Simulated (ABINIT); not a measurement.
The system is Ti.

```
CELL_PARAMETERS angstrom
-1.64100 1.64100 1.64100
1.64100 -1.64100 1.64100
1.64100 1.64100 -1.64100
ATOMIC_POSITIONS crystal
Ti 0.00000 0.00000 0.00000
```

This isn't the form of Ti at room conditions, which is hcp.

Base run:

```yaml
Program: ABINIT 10.8.3 (patched build)
Functional: HCTH407
Potentials_or_basis: JTH PAW PBE v2.0
Cutoff: 408 eV
k_mesh: 11 × 11 × 11
Occupations: fermi-dirac, width 0.05 eV
Spin: no spin polarisation
```

Its results: band gap on the k mesh none (metal or under the smearing width); pressure -3.8 GPa.

**Question.** After a change of settings the same cell gave: band gap on the k mesh none (metal or under the smearing width); pressure -6.3 GPa. Which change was it?
A. functional from HCTH407 to r2SCAN; cutoff from 408 eV to 490 eV; fine-grid cutoff from 816.342 eV to 979.61 eV
B. functional from HCTH407 to AM05
C. functional from HCTH407 to revPBE

**Answer.** B.

Caveats: the PAW data sets were made with another functional, which shifts forces and pressure a little.

Runs at the PBE level aren't shown here.
